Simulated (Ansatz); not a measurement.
Crystal: RbBr.

```
CELL_PARAMETERS angstrom
4.12608 0.00000 0.00000
0.00000 4.12608 0.00000
0.00000 0.00000 4.12608
ATOMIC_POSITIONS crystal
Rb 0.00000 0.00000 0.00000
Br 0.50000 0.50000 0.50000
```

The cell comes from a database or a generator and needn't be the stable form of this composition.

Program: Ansatz 0.2.0. Alike in all runs: task single point; level HSE06 form with a typed share of exact exchange; potentials or basis Ansatz PAW; no spin polarisation; cell as given; k mesh 4 × 4 × 4; cutoff (eV) 420; smearing fermi-dirac 0.05 eV.

**Question.** Order these runs on this cell by their band gap on the k mesh, lowest first.
A. share of exact exchange 0.15
B. share of exact exchange 0.3
C. share of exact exchange 0.4
D. share of exact exchange 0.5
E. share of exact exchange 0.2

**Answer.** A (4.80 eV), E (5.04 eV), B (5.53 eV), C (6.03 eV), D (6.54 eV).

A k mesh can miss the band edges.
